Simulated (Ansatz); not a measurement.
# HfO2: an energy map of one atom

Aim: for HfO2, map the energy of atom 1 (Hf) over a plane.

Method: DFT r2SCAN, scalar-relativistic, plane waves, PAW, in Ansatz 0.2.0.

## Step 1: The structure to begin with

It takes space group Fm-3m (No. 225, cubic). The conventional cell has a = 5.115 Å, b = 5.115 Å, c = 5.115 Å, α = 90.00°, β = 90.00°, γ = 90.00°. Hf (site symmetry m-3m) is surrounded by 8 O at 2.21 Å. Around O (site symmetry -43m) lie 4 Hf at 2.21 Å.

Structure file:

```cif
data_structure
_symmetry_space_group_name_H-M 'P 1'
_symmetry_Int_Tables_number 1
_cell_length_a 3.6169
_cell_length_b 3.6169
_cell_length_c 3.6169
_cell_angle_alpha 60.000
_cell_angle_beta 60.000
_cell_angle_gamma 60.000
_cell_volume 33.46
loop_
_atom_site_label
_atom_site_type_symbol
_atom_site_fract_x
_atom_site_fract_y
_atom_site_fract_z
_atom_site_occupancy
Hf1 Hf 0.00000 0.00000 0.00000 1
O1 O 0.25000 0.25000 0.25000 1
O2 O 0.75000 0.75000 0.75000 1
```

The cell is taken as given, not relaxed at this level.

## Step 2: The reference cell

The reference gives a free energy of -16876.1609 eV, pressure -8.43 GPa, largest force 0.000 eV/Å and gap on the mesh 4.21 eV. It was computed beforehand with the settings of the runs below.

## Step 3: The scan: an energy map of one atom

Atom 1 (Hf) is moved by p along (0.707, 0.707, 0.000) and q along (0.000, 0.000, 1.000) (Å), all else fixed; its images in the other cells move with it. Points alike by symmetry are run once.

## Step 4: Point p = -0.600, q = -0.600

input.yaml

```yaml
crystal:
  lattice:
    - [0.0, 2.5575, 2.5575]
    - [2.5575, 0.0, 2.5575]
    - [2.5575, 2.5575, 0.0]
  atoms:
    - { symbol: Hf, position: [-0.1173020528, -0.1173020528, -0.0485881012] }
    - { symbol: O, position: [0.25, 0.25, 0.25] }
    - { symbol: O, position: [0.75, 0.75, 0.75] }
basis:
  ecutwfc: 500
kpoints:
  mp_grid: { grid: [8, 8, 8] }
hamiltonian:
  xc: r2scan
scf:
  occupations: { method: gaussian, width: 0.05 }
output:
  forces: true
  stress: true
  eigenvalues: true
```

The run is started by

```console
> ansatz run input.yaml --threads 1 --pin off --max-ram 2560MiB --backend cpu --events-out ev --progress --plain --runs-dir out
```

## Step 5: p = -0.600, q = 0.000

input.yaml: that of step 4 with these lines changed.

```diff
@@ -6,3 +6,3 @@
   atoms:
-    - { symbol: Hf, position: [-0.1173020528, -0.1173020528, -0.0485881012] }
+    - { symbol: Hf, position: [0.0, 0.0, -0.1658901539] }
     - { symbol: O, position: [0.25, 0.25, 0.25] }
```

## Step 6: At p = 0.000, q = -0.600

input.yaml: that of step 5 with these lines changed.

```diff
@@ -6,3 +6,3 @@
   atoms:
-    - { symbol: Hf, position: [0.0, 0.0, -0.1658901539] }
+    - { symbol: Hf, position: [-0.1173020528, -0.1173020528, 0.1173020528] }
     - { symbol: O, position: [0.25, 0.25, 0.25] }
```

## Step 7: At p = -0.600, q = -0.300

input.yaml: that of step 6 with these lines changed.

```diff
@@ -6,3 +6,3 @@
   atoms:
-    - { symbol: Hf, position: [-0.1173020528, -0.1173020528, 0.1173020528] }
+    - { symbol: Hf, position: [-0.0586510264, -0.0586510264, -0.1072391276] }
     - { symbol: O, position: [0.25, 0.25, 0.25] }
```

## Step 8: Point p = -0.300, q = -0.600

input.yaml: that of step 7 with these lines changed.

```diff
@@ -6,3 +6,3 @@
   atoms:
-    - { symbol: Hf, position: [-0.0586510264, -0.0586510264, -0.1072391276] }
+    - { symbol: Hf, position: [-0.1173020528, -0.1173020528, 0.0343569758] }
     - { symbol: O, position: [0.25, 0.25, 0.25] }
@@ -21 +21,5 @@
   eigenvalues: true
+  write_density: true
+  write_potential: true
+  elf: true
+  volumetric_format: npy
```

## Step 9: p = -0.300, q = 0.000

input.yaml: that of step 8 with these lines changed.

```diff
@@ -6,3 +6,3 @@
   atoms:
-    - { symbol: Hf, position: [-0.1173020528, -0.1173020528, 0.0343569758] }
+    - { symbol: Hf, position: [0.0, 0.0, -0.082945077] }
     - { symbol: O, position: [0.25, 0.25, 0.25] }
```

## Step 10: At p = 0.000, q = -0.300

input.yaml: that of step 9 with these lines changed.

```diff
@@ -6,3 +6,3 @@
   atoms:
-    - { symbol: Hf, position: [0.0, 0.0, -0.082945077] }
+    - { symbol: Hf, position: [-0.0586510264, -0.0586510264, 0.0586510264] }
     - { symbol: O, position: [0.25, 0.25, 0.25] }
@@ -21,5 +21 @@
   eigenvalues: true
-  write_density: true
-  write_potential: true
-  elf: true
-  volumetric_format: npy
```

## Step 11: At p = -0.300, q = -0.300

input.yaml: that of step 10 with these lines changed.

```diff
@@ -6,3 +6,3 @@
   atoms:
-    - { symbol: Hf, position: [-0.0586510264, -0.0586510264, 0.0586510264] }
+    - { symbol: Hf, position: [-0.0586510264, -0.0586510264, -0.0242940506] }
     - { symbol: O, position: [0.25, 0.25, 0.25] }
```

(Steps that only read results are left out.)

**Question.** What will these runs give? Wanted: highest point; lowest point away from the origin.

The runs gave:

```
                         quantity                                       value
                    highest point  9.158 eV/cell at (p, q) = (-0.600, -0.600)
lowest point away from the origin            0.256 eV/cell at (0.000, -0.300)
```

In words: The undisturbed cell is the lowest computed point. Read as harmonic, the points at ±0.300 Å give force constants of 6.03 eV/Å² along p and 5.68 eV/Å² along q, so the site is nearly isotropic in this plane. The gap on the mesh runs from 3.32 to 4.60 eV over the map. Spin-orbit coupling is left out, which matters for the bands of Hf. Where forces pass 15 eV/Å atoms stand far too close, the PAW spheres overlap strongly and those numbers are rough.
